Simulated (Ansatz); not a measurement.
Input of an Ansatz 0.2.0 run:

input.yaml

```yaml
crystal:
  lattice:
    - [3.076, 0.0, 0.0]
    - [-1.538, 2.663894142, 0.0]
    - [0.0, 0.0, 5.048]
  atoms:
    - { symbol: Si, position: [0.6666666667, 0.3333333333, 0.5] }
    - { symbol: Si, position: [0.3333333333, 0.6666666667, 0.0] }
    - { symbol: C, position: [0.6666666667, 0.3333333333, 0.885] }
    - { symbol: C, position: [0.3333333333, 0.6666666667, 0.385] }
hamiltonian:
  xc: pbe
  pseudopotentials: { kind: paw }
kpoints:
  mp_grid: { grid: [10, 10, 5] }
scf:
  occupations: { method: gaussian, width: 0.016 }
output:
  forces: true
  stress: true
  eigenvalues: true
```

Potentials or basis: Ansatz PAW.

The run is started by

```sh
$ ansatz run input.yaml --threads 2 --pin off --max-ram 5632MiB --backend cpu --events-out ev --progress --plain --runs-dir out
```

Question: What does it give for the largest force?

Answer: 0.753 eV/Å.

Question: Predict the pressure.

Answer: 3.7 GPa.

Question: Predict the band gap on the k mesh.

Answer: 2.48 eV, indirect (least direct gap 4.08 eV).

Stress tensor (GPa, compression positive):
```
5.32 0.00 0.00
0.00 5.32 0.00
0.00 0.00 0.45
```

Caveat: odd divisions of the mesh miss points on the zone boundary, where band edges often lie, so the gap on the mesh can be too wide. PBE gaps usually lie below the measured ones, often by a third to a half.
